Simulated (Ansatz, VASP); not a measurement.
**One calculation of InSb, two programs**

```
CELL_PARAMETERS angstrom
0.00000 3.23910 3.23910
3.23910 0.00000 3.23910
3.23910 3.23910 0.00000
ATOMIC_POSITIONS crystal
In 0.00000 0.00000 0.00000
Sb 0.75000 0.75000 0.75000
```

Alike in both runs: task electric field gradients; functional PBEsol; k mesh 9 × 9 × 9; occupations fermi-dirac, width 0.05 eV; no spin polarisation.

```csv
,VASP,Ansatz
version,VASP 6.6.1,Ansatz 0.2.0
potentials or method,"VASP PAW PBE potentials, release 64 (In_d, Sb)","PAW with Ansatz's default frozen-core files, scalar-relativistic"
plane-wave cutoff (eV),520,420
valence electrons in the cell,18,28
```

Ansatz gave:

* pressure (GPa): 0.8
* Vzz of the field gradient on the site that differs most (V/Å²): 0.0

Task: What did VASP give for the same quantities?

Result: Pressure (GPa): 0.9; Vzz of the field gradient on the site that differs most (V/Å²): 0.0.

The two sets of potentials don't hold the same shells in valence. Ansatz warned: «gradients_without_spin_orbit».

Caveats: the PAW data sets were made with another functional, which shifts forces and pressure a little (VASP). The runs have no spin-orbit coupling, so splittings on Sb are missing.
